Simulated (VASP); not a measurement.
Write the native input for VASP 6.6.1 that does the following.

```
Task                   : single point
Functional             : PBE
Dispersion             : D3(BJ)
Potentials or basis    : VASP PAW PBE potentials, release 64 (C, N, H)
Cutoff                 : 520 eV
k mesh                 : 1 × 1 × 1
Occupations            : fermi-dirac, width 0.02 eV
Spin                   : no spin polarisation
Dipole correction      : no
Further INCAR settings : LREAL = Auto; ALGO = Normal; EDIFF = 1e-06; NBANDS = 72
```

The structure of H3C2N lies in POSCAR:

```
H3C2N
1.0
    8.0517480000      0.0000000000      0.0000000000
    0.0000000000      8.0517480000      0.0000000000
    0.0000000000      0.0000000000      8.0517480000
C N H
12 6 18
Direct
    0.3149513000      0.4383664000      0.3292915000
    0.2848009000      0.4447338000      0.5080823000
    0.9524805000      0.7823548000      0.8413208000
    0.8967097000      0.7696066000      1.0134918000
    0.6413635000      0.8929077000      0.3865675000
    0.6671983000      0.9915953000      0.2365373000
    0.5454492000      0.6622401000      0.9060630000
    0.4787627000      0.8158104000      0.9759544000
    0.0683702000      0.1314888000      0.2478715000
    0.0274433000      0.1300873000      0.4246164000
    0.7897038000      0.4498185000      0.6236184000
    0.6490414000      0.3477763000      0.5714916000
    0.2604806000      0.4498701000      0.6523008000
    0.8517232000      0.7593235000      1.1523704000
    0.6880375000      1.0711999000      0.1155181000
    0.4249712000      0.9396852000      1.0323311000
   -0.0055696000      0.1289568000      0.5671846000
    0.5355785000      0.2654657000      0.5294445000
    0.3896000000      0.5447780000      0.2907743000
    0.3812373000      0.3245409000      0.2972076000
    0.1972635000      0.4408707000      0.2620401000
    1.0012892000      0.9065112000      0.8171891000
    1.0501452000      0.6915024000      0.8170948000
    0.8490080000      0.7588800000      0.7569300000
    0.5605494000      0.7874350000      0.3596595000
    0.7600215000      0.8464047000      0.4327974000
    0.5836004000      0.9687924000      0.4829230000
    0.5006060000      0.6454010000      0.7792364000
    0.6809323000      0.6667886000      0.9042993000
    0.5062266000      0.5561239000      0.9807649000
    0.0824468000      0.2590858000      0.2042793000
    0.1844687000      0.0648706000      0.2263634000
   -0.0302493000      0.0715904000      0.1766968000
    0.7460946000      0.5705266000      0.6672904000
    0.8569729000      0.3886291000      0.7241677000
    0.8744983000      0.4689772000      0.5195882000
```

The cell was built by a generator and needn't be a form met in nature.

One way to write it, as run:

INCAR

```
PREC = Accurate ; ENCUT = 520
EDIFF = 1E-6 ; ISMEAR = -1
SIGMA = 0.02 ; LREAL = Auto
LASPH = T ; NELM = 100
ALGO = Normal ; ISIF = 2
LWAVE = F ; LCHARG = F
GGA = PE ; IVDW = 12
NBANDS = 72
```

KPOINTS

```
regular mesh
0
Gamma
  1 1 1
```

Potentials or basis: VASP PAW PBE potentials, release 64 (C, N, H).

The run is started by

```console
$ cat potpaw_PBE.64/C/POTCAR potpaw_PBE.64/N/POTCAR potpaw_PBE.64/H/POTCAR > POTCAR
$ mpirun -np 1 vasp_gam > vasp.out
```

It gave:

The pressure is 0.1 GPa and the largest force is 2.167 eV/Å. The band gap on the k mesh is 5.14 eV, direct and the dispersion energy per atom is -0.047 eV.

Caveat: the standard files for N, O and F lose accuracy on very short bonds.

Wall time 43 s on 1 thread of AMD EPYC 9R45 96-Core Processor (Zen 5), on a shared host, peak memory 0.44 GiB.
